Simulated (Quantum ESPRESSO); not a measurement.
# MgS (Niningerite) (Fm-3m) in Quantum ESPRESSO: single point with PBEsol

Aim: the single point of MgS (Niningerite) with PBEsol.

All numbers are computed with Quantum ESPRESSO 7.5; they aren't measurements. Logs are shortened: lines on timing, memory, paths and dates and some standing lists are left out, and cuts for length are marked.

## 1. The structure

The structure is cubic, space group Fm-3m (No. 225). The conventional cell has a = 5.203 Å, b = 5.203 Å, c = 5.203 Å, α = 90.00°, β = 90.00°, γ = 90.00°. S (site symmetry m-3m) has 6 Mg at 2.60 Å as nearest neighbours. Mg (site symmetry m-3m) has 6 S at 2.60 Å as nearest neighbours.

## 2. Single point, PBEsol

Contents of run.py:

```python
import numpy as np
from ase.calculators.espresso import Espresso, EspressoProfile
from ase.io import read

atoms = read('POSCAR')

input_data = {
    'control': {'calculation': 'scf', 'prefix': 'pwscf', 'outdir': './tmp', 'tprnfor': True, 'tstress': True, 'disk_io': 'nowf'},
    'system': {'ecutwfc': 45.0, 'ecutrho': 360.0, 'nbnd': 14, 'occupations': 'smearing', 'smearing': 'fd', 'degauss': 0.00367493},
    'electrons': {'conv_thr': 4e-10, 'electron_maxstep': 120, 'mixing_beta': 0.5},
}
pseudopotentials = {'S': 's_pbesol_v1.4.uspp.F.UPF', 'Mg': 'mg_pbesol_v1.4.uspp.F.UPF'}
profile = EspressoProfile(command='mpirun -n 2 pw.x -nk 2', pseudo_dir='pseudo')
dft = Espresso(profile=profile, input_data=input_data, pseudopotentials=pseudopotentials, kpts=(9, 9, 9), koffset=(0, 0, 0))
atoms.calc = dft

print(f'energy {atoms.get_potential_energy():.8f} eV')
print('forces (eV/A)')
print(np.round(atoms.get_forces(), 6))
print('stress (eV/A^3, Voigt)')
print(np.round(atoms.get_stress(), 8))
print(f'Fermi level {dft.get_fermi_level():.4f} eV')
```

Contents of POSCAR:

```
MgS
1.0
    0.0000000000      2.6016500000      2.6016500000
    2.6016500000      0.0000000000      2.6016500000
    2.6016500000      2.6016500000      0.0000000000
S Mg
1 1
Direct
    0.5000000000      0.5000000000      0.5000000000
    0.0000000000      0.0000000000      0.0000000000
```

Potentials or basis: GBRV 1.5 PBEsol.

The run is started by

```bash
$ OMP_NUM_THREADS=1 python run.py
```

What it wrote:

```text
energy -2031.95752280 eV
forces (eV/A)
[[ 0.  0.  0.]
 [-0.  0.  0.]]
stress (eV/A^3, Voigt)
[0.00662543 0.00662543 0.00662543 0.         0.         0.        ]
Fermi level 7.4332 eV
```

espresso.pwi:

```text
&CONTROL
   calculation      = 'scf'
   tstress          = .true.
   tprnfor          = .true.
   outdir           = './tmp'
   prefix           = 'pwscf'
   disk_io          = 'nowf'
   pseudo_dir       = 'pseudo'
/
&SYSTEM
   nbnd             = 14
   ecutwfc          = 45.0
   ecutrho          = 360.0
   occupations      = 'smearing'
   degauss          = 0.00367493
   smearing         = 'fd'
   ntyp             = 2
   nat              = 2
   ibrav            = 0
/
&ELECTRONS
   electron_maxstep = 120
   conv_thr         = 4e-10
   mixing_beta      = 0.5
/
&IONS
/
&CELL
/
&FCP
/
&RISM
/
ATOMIC_SPECIES
S 32.06 s_pbesol_v1.4.uspp.F.UPF
Mg 24.305 mg_pbesol_v1.4.uspp.F.UPF

K_POINTS automatic
9 9 9  0 0 0

CELL_PARAMETERS angstrom
0.00000000000000 2.60165000000000 2.60165000000000
2.60165000000000 0.00000000000000 2.60165000000000
2.60165000000000 2.60165000000000 0.00000000000000

ATOMIC_POSITIONS angstrom
S 2.6016500000 2.6016500000 2.6016500000  
Mg 0.0000000000 0.0000000000 0.0000000000
```

espresso.pwo:

```text
This program is part of the open-source Quantum ESPRESSO suite
     for quantum simulation of materials; please cite
         "P. Giannozzi et al., J. Phys.:Condens. Matter 21 395502 (2009);
         "P. Giannozzi et al., J. Phys.:Condens. Matter 29 465901 (2017);
         "P. Giannozzi et al., J. Chem. Phys. 152 154105 (2020);
     in publications or presentations arising from this work. More details at

Warning: card &CELL ignored
Warning: card &FCP ignored
Warning: card &RISM ignored

     Message from routine setup:
     using ibrav=0 with symmetry is DISCOURAGED, use correct ibrav instead

     K-points division:     npool     =       2
     Subspace diagonalization in iterative solution of the eigenvalue problem:
     a serial algorithm will be used

     G-vector sticks info
     --------------------
     sticks:   dense  smooth     PW     G-vecs:    dense   smooth      PW
     Sum        1189     595    187                27317     9721    1687

     Using Slab Decomposition

     bravais-lattice index     =            0
     lattice parameter (alat)  =       6.9528  a.u.
     unit-cell volume          =     237.6694 (a.u.)^3
     number of atoms/cell      =            2
     number of atomic types    =            2
     number of electrons       =        16.00
     number of Kohn-Sham states=           14
     kinetic-energy cutoff     =      45.0000  Ry
     charge density cutoff     =     360.0000  Ry
     scf convergence threshold =      4.0E-10
     mixing beta               =       0.5000
     number of iterations used =            8  plain     mixing
     Exchange-correlation= SLA  PW   PSX  PSC
                           (   1   4  10   8   0   0   0)

     celldm(1)=   6.952848  celldm(2)=   0.000000  celldm(3)=   0.000000
     celldm(4)=   0.000000  celldm(5)=   0.000000  celldm(6)=   0.000000

     crystal axes: (cart. coord. in units of alat)
               a(1) = (   0.000000   0.707107   0.707107 )
               a(2) = (   0.707107   0.000000   0.707107 )
               a(3) = (   0.707107   0.707107   0.000000 )

     reciprocal axes: (cart. coord. in units 2 pi/alat)
[... 40 lines left out ...]

     site n.     atom                  positions (alat units)
         1        S      tau(   1) = (   0.7071068   0.7071068   0.7071068  )
         2        Mg     tau(   2) = (   0.0000000   0.0000000   0.0000000  )

     number of k points=    35  Fermi-Dirac smearing, width (Ry)=  0.0037
                       cart. coord. in units 2pi/alat
        k(    1) = (   0.0000000   0.0000000   0.0000000), wk =   0.0027435
        k(    2) = (   0.0785674   0.0785674  -0.0785674), wk =   0.0219479
        k(    3) = (   0.1571348   0.1571348  -0.1571348), wk =   0.0219479
        k(    4) = (   0.2357023   0.2357023  -0.2357023), wk =   0.0219479
        k(    5) = (   0.3142697   0.3142697  -0.3142697), wk =   0.0219479
        k(    6) = (   0.1571348   0.0000000  -0.0000000), wk =   0.0164609
[... 27 lines left out ...]
        k(   34) = (  -0.0000000  -0.4714045   0.6285394), wk =   0.0658436
        k(   35) = (  -0.0785674  -0.3928371   0.7071068), wk =   0.0658436

     Dense  grid:    27317 G-vectors     FFT dimensions: (  45,  45,  45)

     Smooth grid:     9721 G-vectors     FFT dimensions: (  30,  30,  30)

     Initial potential from superposition of free atoms

     starting charge      15.6997, renormalised to      16.0000
     Starting wfcs are    9 randomized atomic wfcs +    5 random wfcs

     Self-consistent Calculation

     iteration #  1     ecut=    45.00 Ry     beta= 0.50
     Davidson diagonalization with overlap
     ethr =  1.00E-02,  avg # of iterations =  7.7

     Threshold (ethr) on eigenvalues was too large:
     Diagonalizing with lowered threshold

     Davidson diagonalization with overlap
     ethr =  9.77E-04,  avg # of iterations =  1.0

     total energy              =    -149.32235116 Ry
     estimated scf accuracy    <       0.15546689 Ry
[... 43 lines left out ...]
     iteration #  8     ecut=    45.00 Ry     beta= 0.50
     Davidson diagonalization with overlap
     ethr =  6.19E-11,  avg # of iterations =  2.2

     End of self-consistent calculation

          k = 0.0000 0.0000 0.0000 (  1243 PWs)   bands (ev):

   -68.1828 -35.1390 -35.1390 -35.1390  -6.4988   6.1801   6.1801   6.1801
     9.7733  13.9939  13.9939  13.9939  16.3934  16.3934

          k = 0.0786 0.0786-0.0786 (  1224 PWs)   bands (ev):
[... 166 lines left out ...]
   -68.1824 -35.1436 -35.1429 -35.1414  -4.7877   2.5898   3.1617   4.0381
    11.3079  13.4232  13.7562  15.1844  19.6764  19.9387

     the Fermi energy is     7.4332 ev

!    total energy              =    -149.34613637 Ry
     estimated scf accuracy    <          6.4E-11 Ry
     smearing contrib. (-TS)   =      -0.00000000 Ry
     internal energy E=F+TS    =    -149.34613637 Ry

     The total energy is F=E-TS. E is the sum of the following terms:
     one-electron contribution =     -98.58173491 Ry
     hartree contribution      =      51.05610622 Ry
     xc contribution           =     -25.10703115 Ry
     ewald contribution        =     -76.71347653 Ry

     convergence has been achieved in   8 iterations

     Forces acting on atoms (cartesian axes, Ry/au):

     atom    1 type  1   force =     0.00000000    0.00000000    0.00000000
     atom    2 type  2   force =    -0.00000000    0.00000000    0.00000000

     Total force =     0.000000     Total SCF correction =     0.000000

     Computing stress (Cartesian axis) and pressure

          total   stress  (Ry/bohr**3)                   (kbar)     P=      -10.62
  -0.00007216  -0.00000000  -0.00000000          -10.62       -0.00       -0.00
  -0.00000000  -0.00007216  -0.00000000           -0.00      -10.62       -0.00
  -0.00000000  -0.00000000  -0.00007216           -0.00       -0.00      -10.62

=------------------------------------------------------------------------------=
   JOB DONE.
=------------------------------------------------------------------------------=
```

Wall time 8.1 s (2 MPI ranks of Arm Neoverse V2, shared host); peak memory 0.2 GiB.

What came out:

```yaml
Free_energy: -2031.9577 eV
Pressure: -1.1 GPa
Band_gap_on_the_k_mesh: 2.84 eV, indirect (least direct gap 3.59 eV)
```

Caveat: an odd mesh through Γ misses points on the zone boundary, where band edges often lie.
